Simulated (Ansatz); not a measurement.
Runs of Ansatz 0.2.0 on SnO2. Symmetry: I4/m, No. 87, tetragonal system. Conventional cell: a = 10.747 Å, b = 10.747 Å, c = 3.232 Å, α = 90.00°, β = 90.00°, γ = 90.00°. Sn (site symmetry m) is surrounded by 6 O at 2.06 to 2.14 Å. O (site symmetry m) is surrounded by 3 Sn at 2.11 to 2.14 Å. Around O (site symmetry m) lie 3 Sn at 2.06 to 2.11 Å. Measurements of this composition are mostly on another form, of space group No. 136.

| task | level | cell | k mesh | cutoff (eV) | points for each segment of the path | gap on the mesh (eV) | pressure (GPa) | relaxed volume (Å³/atom) | largest force (eV/Å) |
| --- | --- | --- | --- | --- | --- | --- | --- | --- | --- |
| band structure | r2SCAN | as given | 9 × 9 × 9 | 500 | 10 | 2.33 | -6.3 | - | 0.79 |
| relaxation of cell and atoms | BLYP+D4 | relaxed | 9 × 9 × 9 | 420 | - | (c) | 0.0 | (b) | 0.01 |
| band structure | BLYP | as given | 9 × 9 × 9 | 420 | 10 | 1.77 | 3.7 | - | 0.21 |
| relaxation of cell and atoms | BLYP | relaxed | 7 × 7 × 7 | 420 | - | 1.45 | 0.0 | (a) | 0.01 |
| relaxation of cell and atoms | PBEsol | relaxed | 7 × 7 × 7 | 420 | - | 1.91 | 0.0 | 15.20 | - |
| relaxation of cell and atoms | PBEsol+D3(BJ) | relaxed | 9 × 9 × 9 | 420 | - | 2.04 | 0.0 | 14.95 | - |

Alike in all rows: potentials or basis Ansatz PAW; no spin polarisation; smearing fermi-dirac 0.05 eV.

Task: Estimate the missing entries.

Result: (a) 16.25; (b) 15.58; (c) 1.75.

Caveats: spin-orbit coupling is left out, which moves the levels of the heavy elements; the PAW data sets come from PBE, with cores solved anew for the run's functional, which leaves a small shift of forces and pressure; odd divisions of the mesh miss points on the zone boundary, where band edges often lie, so the gap on the mesh can be too wide (some runs); the plane-wave basis is chosen anew once the cell has moved, so the energies of steps on either side of that aren't comparable (some runs); the potentials were made for another functional, which shifts forces and pressure (some runs).

A k mesh can miss the band edges, and the runs leave out spin-orbit coupling on Sn.

Not every run made on this cell is shown here.
